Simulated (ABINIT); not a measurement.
ZnSe (Stilleite):

```
Se Zn
1.0
     0.00000    2.83380    2.83380
     2.83380    0.00000    2.83380
     2.83380    2.83380    0.00000
Se Zn
1 1
Cartesian
  4.2507 4.2507 4.2507
  0.0000 0.0000 0.0000
```

Base run:

```yaml
Program: ABINIT 10.8.3 (patched build)
Functional: BLYP
Potentials_or_basis: JTH PAW PBE v2.0
Cutoff: 544 eV
k_mesh: 8 × 8 × 8
Occupations: fermi-dirac, width 0.05 eV
Spin: no spin polarisation
```

Its results: band gap on the k mesh 1.25 eV, direct.

Q: The run is repeated on the same cell with these changes: functional from BLYP to HCTH407. What comes out?

A: Band gap on the k mesh 1.69 eV, direct.

